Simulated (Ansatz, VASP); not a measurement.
Hf: VASP beside Ansatz

Contents of INCAR:

```
  ALGO = Normal
  EDIFF = 1E-7
  ENCUT = 520
  GGA = RP
  ISIF = 2
  ISMEAR = -1
  LASPH = True
  LCHARG = True
  LELF = True
  LREAL = False
  LVHAR = True
  LWAVE = False
  NBANDS = 17
  NELM = 100
  PREC = Accurate
  SIGMA = 0.05
```

File KPOINTS:

```
k-points
0
Gamma
  10 10 5
```

Contents of POSCAR:

```
Hf
1.0
    3.1967000000      0.0000000000      0.0000000000
   -1.5983500000      2.7684234083      0.0000000000
    0.0000000000      0.0000000000      5.0578000000
Hf
2
Direct
    0.6666666667      0.3333333333      0.7500000000
    0.3333333333      0.6666666667      0.2500000000
```

File input.yaml:

```yaml
crystal:
  lattice:
    - [3.1967, 0.0, 0.0]
    - [-1.59835, 2.7684234083, 0.0]
    - [0.0, 0.0, 5.0578]
  atoms:
    - { symbol: Hf, position: [0.6666666667, 0.3333333333, 0.75] }
    - { symbol: Hf, position: [0.3333333333, 0.6666666667, 0.25] }
kpoints:
  mp_grid: { grid: [10, 10, 5] }
  band_path:
    path:
      - [0.0, 0.0, 0.0]
      - [0.5, 0.0, 0.0]
      - [0.3333333333, 0.3333333333, 0.0]
      - [0.0, 0.0, 0.0]
      - [0.0, 0.0, 0.5]
      - [0.5, 0.0, 0.5]
      - [0.3333333333, 0.3333333333, 0.5]
      - [0.0, 0.0, 0.5]
    npoints: 10
scf:
  occupations: { method: fermi_dirac, width: 0.05 }
hamiltonian:
  xc: rpbe
  pseudopotentials: { kind: all_electron, lapw: { basis_error: 0.001 } }
output:
  forces: true
  stress: true
  eigenvalues: true
```

Alike in both runs: functional RPBE; k mesh 10 × 10 × 5; occupations fermi-dirac, width 0.05 eV; no spin polarisation.

|  | VASP | Ansatz |
| --- | --- | --- |
| version | VASP 6.6.1 | Ansatz 0.2.0 |
| potentials or method | VASP PAW PBE potentials, release 64 (Hf_pv) | all-electron LAPW, scalar-relativistic |
| plane-wave cutoff (eV) | 520 | see its input |
| task | single point | band structure |

VASP gave:

* gap on the k mesh at the Fermi level (eV): none
* pressure (GPa): 3.0
* largest component of the traceless stress (GPa): 0.29

Q: What did Ansatz give for the same quantities?

A: gap on the k mesh at the Fermi level (eV): none; pressure (GPa): 3.5; largest component of the traceless stress (GPa): 0.22.

A gap of «none» marks a metal or a gap that the smearing closes. Ansatz ran all-electron here, so the differences hold the error of VASP's frozen core and of both bases.

Caveats: the PAW data sets were made with another functional, which shifts forces and pressure a little (VASP); spin-orbit coupling is left out, which moves the levels of the heavy elements (Ansatz). Spin-orbit coupling is left out, which matters for the levels of Hf.
